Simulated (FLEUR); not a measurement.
# MoP (P-6m2) in FLEUR: further runs

One crystal, MoP, is run at these levels: PBE; tasks: equation of state.

Everything below comes from runs of FLEUR MaX-R8.1 (later development tree). Logs are shortened: lines on timing, memory, paths and dates and some standing lists are left out, and cuts for length are marked.

## (1) Starting point

The structure is hexagonal, space group P-6m2 (No. 187). Conventional cell: a = 3.223 Å, b = 3.223 Å, c = 3.191 Å, α = 90.00°, β = 90.00°, γ = 120.00°. Mo (site symmetry -6m2) has 6 P at 2.45 Å as nearest neighbours. P (site symmetry -6m2) has 6 Mo at 2.45 Å as nearest neighbours.

## (2) Equation of state, PBE, 13.49 Å³/atom (volume scaled by 0.94)

inp.xml reads:

```xml
<?xml version="1.0" encoding="UTF-8" standalone="no"?>
<fleurInput fleurInputVersion="0.39">
   <comment>
      MoP                                                                                                 
   </comment>
   <calculationSetup>
      <cutoffs Kmax="5.51" Gmax="17.1" GmaxXC="17.1" numbands="0"/>
      <scfLoop itmax="60" minDistance="0.00001" maxIterBroyd="15" imix="Anderson" alpha="0.05" precondParam="0.0" spinf="2.0" sdNocoIR="T"/>
      <coreElectrons ctail="T" frcor="F" kcrel="0" coretail_lmax="0"/>
      <xcFunctional name="pbe" relativisticCorrections="F"/>
      <magnetism jspins="1"/>
      <soc l_soc="F" theta="0.0" phi="0.0" spav="F"/>
      <expertModes spex="0" secvar="F"/>
      <geometryOptimization l_f="F" forcealpha="1.0" forcemix="BFGS" epsdisp="0.0005" epsforce="0.0002"/>
      <ldaU l_linMix="F" mixParam="0.05" spinf="1.0"/>
   </calculationSetup>
   <cell>
      <bzIntegration valenceElectrons="25.0" mode="hist" fermiSmearingEnergy="0.00183747">
         <kPointListSelection listName="default-1"/>
         <!-- k-points included here -->
         <xi:include xmlns:xi="http://www.w3.org/2001/XInclude" href="kpts.xml"> </xi:include>
      </bzIntegration>
      <!-- symmetry operations included here -->
      <xi:include xmlns:xi="http://www.w3.org/2001/XInclude" href="sym.xml"> </xi:include>
      <bulkLattice scale="0.9795861087">
         <bravaisMatrix>
            <row-1>    6.0905872995857990     0.0000000000000000     0.0000000000000000</row-1>
            <row-2>   -3.0452936497928995     5.2746033254133708     0.0000000000000000</row-2>
            <row-3>    0.0000000000000000     0.0000000000000000     6.0301160635985998</row-3>
         </bravaisMatrix>
      </bulkLattice>
   </cell>
   <atomSpecies>
      <species name="Molybdenum (Mo)" element="Mo" atomicNumber="42">
         <mtSphere radius="2.38" gridPoints="811" logIncrement="0.016"/>
         <atomicCutoffs lmax="10" lnonsphr="8"/>
         <electronConfig flipSpins="F">
            <coreConfig>(1s1/2) (2s1/2) (2p1/2) (2p3/2) (3s1/2) (3p1/2) (3p3/2) (3d3/2) (3d5/2)</coreConfig>
            <valenceConfig>(4s1/2) (4p1/2) (4p3/2) (5s1/2) (4d3/2) (4d5/2)</valenceConfig>
            <stateOccupation state="(5s1/2)" spinUp="0.500000" spinDown="0.500000"/>
            <stateOccupation state="(4d3/2)" spinUp="1.000000" spinDown="1.000000"/>
            <stateOccupation state="(4d5/2)" spinUp="1.500000" spinDown="1.500000"/>
         </electronConfig>
         <energyParameters s="5" p="5" d="4" f="4"/>
         <lo type="SCLO" l="0" n="4" eDeriv="0"/>
         <lo type="SCLO" l="1" n="4" eDeriv="0"/>
         <lo type="SCLO" l="1" n="4" eDeriv="1"/>
         <lo type="SCLO" l="2" n="4" eDeriv="2"/>
         <lo type="SCLO" l="3" n="4" eDeriv="2"/>
      </species>
      <species name="Phosphorous (P)" element="P" atomicNumber="15">
         <mtSphere radius="1.78" gridPoints="609" logIncrement="0.019"/>
         <atomicCutoffs lmax="8" lnonsphr="6"/>
         <electronConfig flipSpins="F">
            <coreConfig>(1s1/2) (2s1/2)</coreConfig>
            <valenceConfig>(2p1/2) (2p3/2) (3s1/2) (3p1/2) (3p3/2)</valenceConfig>
            <stateOccupation state="(3p1/2)" spinUp="0.500000" spinDown="0.500000"/>
            <stateOccupation state="(3p3/2)" spinUp="1.000000" spinDown="1.000000"/>
         </electronConfig>
         <energyParameters s="3" p="3" d="3" f="4"/>
         <lo type="SCLO" l="1" n="2" eDeriv="0"/>
         <lo type="SCLO" l="0" n="3" eDeriv="2"/>
         <lo type="SCLO" l="2" n="3" eDeriv="2"/>
         <lo type="SCLO" l="3" n="4" eDeriv="2"/>
      </species>
   </atomSpecies>
   <atomGroups>
      <atomGroup species="Molybdenum (Mo)">
         <relPos label="                   1">.0000000000 .0000000000 .0000000000</relPos>
         <force calculate="T" relaxXYZ="TTT"/>
      </atomGroup>
      <atomGroup species="Phosphorous (P)">
         <relPos label="                   2">1.000/3.000 -1.000/3.000 1.000/2.000</relPos>
         <force calculate="T" relaxXYZ="TTT"/>
      </atomGroup>
   </atomGroups>
   <output dos="F" band="F" slice="F">
      <checks vchk="F" cdinf="F"/>
      <bandDOS minEnergy="-.5*Htr" maxEnergy="0.5*Htr" sigma="0.015" storeEVData="T"/>
      <vacuumDOS vacdos="F" integ="F" star="F" nstars="0" locx1="0.0" locy1="0.0" locx2="0.0" locy2="0.0" nstm="0" tworkf="0.0"/>
      <unfoldingBand unfoldBand="F" supercellX="1" supercellY="1" supercellZ="1"/>
      <plotting iplot="0" polar="F">
         <plot TwoD="T" vec1="  1.0  0.0  0.0" vec2="  0.0  1.0  0.0" vec3="  0.0  0.0  1.0" zero="  0.0  0.0  0.0" file="plot"/>
      </plotting>
      <chargeDensitySlicing numkpt="0" minEigenval="0.0" maxEigenval="0.0" nnne="0" pallst="F"/>
      <specialOutput eonly="F"/>
      <moessbauerParams electricFieldGradient="T" isomerShift="T" coreHyperfine="T" valenceHyperfine="T"/>
      <magneticCircularDichroism mcd="F" energyLo="-10.0" energyUp="0.0"/>
   </output>
  <!-- We include the file relax.xml here to enable relaxations (see documentation) -->
  <xi:include xmlns:xi="http://www.w3.org/2001/XInclude" href="relax.xml"> <xi:fallback/> </xi:include>
</fleurInput>
```

Potentials or basis: all-electron, FLAPW.

Launch:

```bash
inpgen -f crystal.txt -profile fastHighL
# inp.xml edited to the form shown
fleur_MPI
```

The log of the run:

```text
Welcome to FLEUR        (www.flapw.de)
      MaX-Release 8.1          (www.max-centre.eu)

 ========== k-point set info ==========
 Selected k-point list: default-1
 k-point list type: mesh
 10 x 10 x 8
 Number of k points: 70

 ------------Calculation Setup---------------------------
 Number of MPI-tasks      :            1
 Number of PE/node        :            1
 Number of OMP-threads    :            1
 Most efficient MPI parallelization for:
           1           2           5           7          10          14          35          70
 Additional eigenvalue parallelization possible
 Number of basis functions:          597
 Approximate size of matrices (H+S) per k-point:         0.011 GB
 --------------------------------------------------------
 Iteration:     1   Distance:      16.11224584 me/bohr^3
 Iteration:     2   Distance:      13.92282582 me/bohr^3
 Iteration:     3   Distance:       6.06719928 me/bohr^3
 Iteration:     4   Distance:       5.90789819 me/bohr^3
 Iteration:     5   Distance:       1.31833059 me/bohr^3
 Iteration:     6   Distance:       0.72295784 me/bohr^3
 Iteration:     7   Distance:       0.11338123 me/bohr^3
 Iteration:     8   Distance:       0.02706802 me/bohr^3
 Iteration:     9   Distance:       0.02792490 me/bohr^3
 Iteration:    10   Distance:       0.00338121 me/bohr^3
 Iteration:    11   Distance:       0.00123849 me/bohr^3
 Iteration:    12   Distance:       0.00101335 me/bohr^3
 Iteration:    13   Distance:       0.00007908 me/bohr^3
 Iteration:    14   Distance:       0.00012093 me/bohr^3
 Iteration:    15   Distance:       0.00000855 me/bohr^3

 ********************************************************************
 Run finished successfully
 Stop message:
   all done
 ********************************************************************
```

out.xml (last iteration):

```text
<iteration numberForCurrentRun="   15" overallNumber="   15">
         <energyParameters units="Htr">
            <atomicEP atomType="1" spin="1" branch="5s" branchLowest="-1.60" branchHighest="2.73" value="0.3605799834"/>
            <atomicEP atomType="1" spin="1" branch="5p" branchLowest="-0.59" branchHighest="3.45" value="0.4733560604"/>
            <atomicEP atomType="1" spin="1" branch="4d" branchLowest="-7.39" branchHighest="0.98" value="0.4912787947"/>
            <atomicEP atomType="1" spin="1" branch="4f" branchLowest="-9.99" branchHighest="2.60" value="0.7394803857"/>
            <loAtomicEP atomType="1" spin="1" branch="4s" branchLowest="-16.78" branchHighest="-1.60" value="-1.6415073690"/>
            <loAtomicEP atomType="1" spin="1" branch="4p" branchLowest="-13.21" branchHighest="-0.59" value="-0.6954713301"/>
            <loAtomicEP atomType="1" spin="1" branch="4p" branchLowest="-13.21" branchHighest="-0.59" value="-0.6954713301"/>
            <loAtomicEP atomType="1" spin="1" branch="4d" branchLowest="-7.39" branchHighest="0.98" value="0.4899951599"/>
            <loAtomicEP atomType="1" spin="1" branch="4f" branchLowest="-9.99" branchHighest="2.60" value="0.7394822555"/>
            <atomicEP atomType="2" spin="1" branch="3s" branchLowest="-5.60" branchHighest="2.04" value="-0.0175246723"/>
            <atomicEP atomType="2" spin="1" branch="3p" branchLowest="-3.78" branchHighest="2.57" value="0.1675501707"/>
            <atomicEP atomType="2" spin="1" branch="3d" branchLowest="-9.99" branchHighest="2.89" value="0.3575643027"/>
            <atomicEP atomType="2" spin="1" branch="4f" branchLowest="-9.99" branchHighest="6.06" value="0.5216075947"/>
            <loAtomicEP atomType="2" spin="1" branch="2p" branchLowest="-9.99" branchHighest="-3.78" value="-3.7851873211"/>
            <loAtomicEP atomType="2" spin="1" branch="3s" branchLowest="-5.60" branchHighest="2.04" value="-0.0175246723"/>
            <loAtomicEP atomType="2" spin="1" branch="3d" branchLowest="-9.99" branchHighest="2.89" value="0.3575642125"/>
            <loAtomicEP atomType="2" spin="1" branch="4f" branchLowest="-9.99" branchHighest="6.06" value="0.5216110673"/>
         </energyParameters>
         <eigenvalues>
            <eigenvaluesAt spin="1" ikpt="1" k_x="0.00000000" k_y="0.00000000" k_z="0.00000000">
                      -3.7851588593       -3.7851588593       -3.7847537167       -1.6432232015       -0.6938463999
                      -0.6851785326       -0.6851785326        0.0763426106        0.4360216869        0.4743609038
                       0.4743609038        0.5804388997        0.6152029165        0.6152029165        0.7668722235
                       0.7668722235        0.8137774159        0.9405238822        0.9405238822        0.9567533071
            </eigenvaluesAt>
            <eigenvaluesAt spin="1" ikpt="2" k_x="0.00000000" k_y="0.00000000" k_z="0.12500000">
                      -3.7851588386       -3.7851588386       -3.7847537969       -1.6430745022       -0.6959268777
                      -0.6849998190       -0.6849998190        0.0864748343        0.4255148926        0.4789448427
                       0.4789448427        0.5770742706        0.5916971379        0.5916971379        0.7837074986
                       0.7837074986        0.8209130528        0.9314098533        0.9314098533        0.9921271480
            </eigenvaluesAt>
            <eigenvaluesAt spin="1" ikpt="3" k_x="0.00000000" k_y="0.00000000" k_z="0.25000000">
                      -3.7851586311       -3.7851586311       -3.7847545505       -1.6427148666       -0.7008682061
                      -0.6845674686       -0.6845674686        0.1145218703        0.3864360236        0.4904143880
                       0.4904143880        0.5547768591        0.5547768591        0.5931336468        0.7716323833
                       0.7716323833        0.8409505963        0.9718083918        0.9718083918        1.0466194026
            </eigenvaluesAt>
            <eigenvaluesAt spin="1" ikpt="4" k_x="0.00000000" k_y="0.00000000" k_z="0.37500000">
                      -3.7851584220       -3.7851584220       -3.7847559728       -1.6423543339       -0.7056999759
[... 17 lines left out ...]
            <state n="1" l="0" j="0.5" energy="-727.3958739615" weight="1.0000000000"/>
            <state n="2" l="0" j="0.5" energy="-102.0970706819" weight="1.0000000000"/>
            <state n="2" l="1" j="0.5" energy="-93.8629926298" weight="1.0000000000"/>
            <state n="2" l="1" j="1.5" energy="-89.9470603208" weight="2.0000000000"/>
            <state n="3" l="0" j="0.5" energy="-16.7812756409" weight="1.0000000000"/>
            <state n="3" l="1" j="0.5" energy="-13.6486986140" weight="1.0000000000"/>
            <state n="3" l="1" j="1.5" energy="-13.0039131925" weight="2.0000000000"/>
            <state n="3" l="2" j="1.5" energy="-7.4686074394" weight="2.0000000000"/>
            <state n="3" l="2" j="2.5" energy="-7.3465211997" weight="3.0000000000"/>
         </coreStates>
         <coreStates atomType="     2" atomicNumber=" 15" spin="1" kinEnergy="    245.5621586200" eigValSum="   -162.7934274428" lostElectrons=" 0.000457">
            <state n="1" l="0" j="0.5" energy="-75.7918599397" weight="1.0000000000"/>
            <state n="2" l="0" j="0.5" energy="-5.6048537817" weight="1.0000000000"/>
         </coreStates>
         <allElectronCharges>
            <spinDependentCharge spin="1" total="57.0000000" interstitial="4.6776104" mtSpheres="52.3223896"/>
            <totalCharge value="56.9999999963"/>
         </allElectronCharges>
         <moessbauerParams unitsHFF="kG" unitsIS="e/bohr^3" unitsEFG="Htr/bohr^2">
            <coreIsomerShift atomType="1" isTotal="91693.59293">
               <shell n="1" l="0" isomerShift="81025.31902"/>
               <shell n="2" l="0" isomerShift="8907.73869"/>
               <shell n="2" l="1" isomerShift="144.36678"/>
               <shell n="3" l="0" isomerShift="1589.00778"/>
               <shell n="3" l="1" isomerShift="27.16066"/>
               <shell n="3" l="2" isomerShift="0.00000"/>
            </coreIsomerShift>
            <coreIsomerShift atomType="2" isTotal="2376.98360">
               <shell n="1" l="0" isomerShift="2214.02800"/>
               <shell n="2" l="0" isomerShift="162.95560"/>
            </coreIsomerShift>
            <isomerShift atomType="1" nucleusRadius="0.0001081" averageDensity="91974.22099"/>
            <isomerShift atomType="2" nucleusRadius="0.0000742" averageDensity="2389.16772"/>
            <electricFieldGradient atomType="1" VXX="0.04041" VYY="0.04041" VZZ="-0.08082" asymParam="0.00000">
            </electricFieldGradient>
            <electricFieldGradient atomType="2" VXX="0.04189" VYY="0.04189" VZZ="-0.08378" asymParam="0.00000">
            </electricFieldGradient>
         </moessbauerParams>
         <totalEnergy                                    value="    -4391.7361310364" units="Htr">
            <sumOfEigenvalues                            value="    -2581.7958811806">
               <coreElectrons value="-2556.1227015075"/>
               <valenceElectrons value="-25.6731796730"/>
            </sumOfEigenvalues>
            <densityCoulombPotentialIntegral value="-6932.4594545173"/>
            <densityEffectivePotentialIntegral value="-7124.2150282909"/>
            <chargeDenXCDenIntegral value="-147.3005526722"/>
            <FockExchangeEnergyValence value="0.0000000000"/>
            <FockExchangeEnergyCore value="0.0000000000"/>
            <atomTypeDependentContributions atomType="1">
               <electronNucleiInteractionDifferentMTs value="4880.8150433201"/>
               <MadelungTerm value="-26.1275180480"/>
            </atomTypeDependentContributions>
            <atomTypeDependentContributions atomType="2">
               <electronNucleiInteractionDifferentMTs value="400.1037075637"/>
               <MadelungTerm value="-13.5787292841"/>
            </atomTypeDependentContributions>
            <tkbTimesEntropy value="0.0001348288"/>
            <freeEnergy value="-4391.7362658652"/>
            <extrapolationTo0K value="-4391.7361984508"/>
         </totalEnergy>
         <densityConvergence units="me/bohr^3">
            <chargeDensity spin="1" distance="0.0000085512"/>
         </densityConvergence>
      </iteration>
```

Run time: 3.9 min. Hardware: 1 thread of Arm Neoverse V1, shared host; peak memory 0.09 GiB.

What came out:

* Free energy: -119505.2318 eV
* Band gap on the k mesh: none (metal or under the smearing width)
* Valence electrons inside the program's atomic spheres: Mo 12.12; P 8.21 (radii Mo 2.38, P 1.78 bohr)

## (3) Equation of state, PBE, 13.78 Å³/atom (volume scaled by 0.96)

Changes to inp.xml since step 2:

```diff
@@ -24,3 +24,3 @@
       <xi:include xmlns:xi="http://www.w3.org/2001/XInclude" href="sym.xml"> </xi:include>
-      <bulkLattice scale="0.9795861087">
+      <bulkLattice scale="0.9864848297">
          <bravaisMatrix>
```

Potentials or basis: all-electron, FLAPW.

Launch:

```bash
inpgen -f crystal.txt -profile fastHighL
# inp.xml edited to the form shown
fleur_MPI
```

Run time: 4 min. Hardware: 1 thread of Arm Neoverse V1, shared host; peak memory 0.09 GiB.

It converged, with:

* Free energy: -119505.2896 eV
* Band gap on the k mesh: none (metal or under the smearing width)
* Valence electrons inside the program's atomic spheres: Mo 12.07; P 8.19 (radii Mo 2.38, P 1.78 bohr)

## (4) Equation of state, PBE, 14.07 Å³/atom (volume scaled by 0.98)

Changes to inp.xml since step 3:

```diff
@@ -24,3 +24,3 @@
       <xi:include xmlns:xi="http://www.w3.org/2001/XInclude" href="sym.xml"> </xi:include>
-      <bulkLattice scale="0.9864848297">
+      <bulkLattice scale="0.9932883884">
          <bravaisMatrix>
```

Launch:

```bash
inpgen -f crystal.txt -profile fastHighL
# inp.xml edited to the form shown
fleur_MPI
```

Wall time 4.7 min (1 thread of Arm Neoverse V1, shared host); peak memory 0.09 GiB.

Results (log left out):

```
Free energy                                           : -119505.3265 eV
Band gap on the k mesh                                : none (metal or under the smearing width)
Valence electrons inside the program's atomic spheres : Mo 12.03; P 8.17 (radii Mo 2.38, P 1.78 bohr)
```

## (5) Equation of state, PBE, 14.35 Å³/atom

Changes to inp.xml since step 4:

```diff
@@ -24,3 +24,3 @@
       <xi:include xmlns:xi="http://www.w3.org/2001/XInclude" href="sym.xml"> </xi:include>
-      <bulkLattice scale="0.9932883884">
+      <bulkLattice scale="1.0000000000">
          <bravaisMatrix>
```

Launch:

```bash
inpgen -f crystal.txt -profile fastHighL
# inp.xml edited to the form shown
fleur_MPI
```

Wall time 4.7 min (1 thread of Arm Neoverse V1, shared host); peak memory 0.09 GiB.

Results (log left out):

```
Free energy                                           : -119505.3447 eV
Band gap on the k mesh                                : none (metal or under the smearing width)
Valence electrons inside the program's atomic spheres : Mo 11.99; P 8.16 (radii Mo 2.38, P 1.78 bohr)
```

## (6) Equation of state, PBE, 14.64 Å³/atom (volume scaled by 1.02)

Changes to inp.xml since step 5:

```diff
@@ -24,3 +24,3 @@
       <xi:include xmlns:xi="http://www.w3.org/2001/XInclude" href="sym.xml"> </xi:include>
-      <bulkLattice scale="1.0000000000">
+      <bulkLattice scale="1.0066227096">
          <bravaisMatrix>
```

Potentials or basis: all-electron, FLAPW.

Launch:

```bash
inpgen -f crystal.txt -profile fastHighL
# inp.xml edited to the form shown
fleur_MPI
```

Run time: 4.5 min. Hardware: 1 thread of Arm Neoverse V1, shared host; peak memory 0.09 GiB.

Results (log left out):

| Property | Result |
| --- | --- |
| Free energy | -119505.3459 eV |
| Band gap on the k mesh | none (metal or under the smearing width) |
| Valence electrons inside the program's atomic spheres | Mo 11.95; P 8.14 (radii Mo 2.38, P 1.78 bohr) |

## (7) Equation of state, PBE, 14.93 Å³/atom (volume scaled by 1.04)

Changes to inp.xml since step 6:

```diff
@@ -24,3 +24,3 @@
       <xi:include xmlns:xi="http://www.w3.org/2001/XInclude" href="sym.xml"> </xi:include>
-      <bulkLattice scale="1.0066227096">
+      <bulkLattice scale="1.0131594038">
          <bravaisMatrix>
```

Launch:

```bash
inpgen -f crystal.txt -profile fastHighL
# inp.xml edited to the form shown
fleur_MPI
```

Wall time 4.7 min (1 thread of Arm Neoverse V1, shared host); peak memory 0.09 GiB.

Results (log left out):

| Property | Result |
| --- | --- |
| Free energy | -119505.3321 eV |
| Band gap on the k mesh | none (metal or under the smearing width) |
| Valence electrons inside the program's atomic spheres | Mo 11.91; P 8.13 (radii Mo 2.38, P 1.78 bohr) |

## (8) Equation of state, PBE, 15.21 Å³/atom (volume scaled by 1.06)

Changes to inp.xml since step 7:

```diff
@@ -24,3 +24,3 @@
       <xi:include xmlns:xi="http://www.w3.org/2001/XInclude" href="sym.xml"> </xi:include>
-      <bulkLattice scale="1.0131594038">
+      <bulkLattice scale="1.0196128224">
          <bravaisMatrix>
```

Launch:

```bash
inpgen -f crystal.txt -profile fastHighL
# inp.xml edited to the form shown
fleur_MPI
```

It took 4.9 min on 1 thread of Arm Neoverse V1, shared host; peak memory 0.09 GiB.

The run converged. Its results:

```yaml
Free_energy: -119505.3046 eV
Band_gap_on_the_k_mesh: none (metal or under the smearing width)
Valence_electrons_inside_the_program's_atomic_spheres: Mo 11.88; P 8.12 (radii Mo 2.38, P 1.78 bohr)
```

## (9) Equation of state, PBE

Potentials or basis: all-electron, FLAPW.

This step only gathers the single runs of the series.

Results:

* Equilibrium volume: 14.52 Å³/atom
* Bulk modulus at fixed shape and positions: 223 GPa
* Pressure derivative of the bulk modulus: 4.4

Energy against volume, from the lowest point:
```csv
volume (Å³/atom),energy (meV/atom)
13.492,57.06
13.779,28.16
14.066,9.70
14.353,0.64
14.640,0.00
14.927,6.93
15.214,20.65
```

Caveat: the cell was scaled at fixed shape and fractional positions, which overstates the stiffness of a crystal with free parameters, most of all of layers and chains.
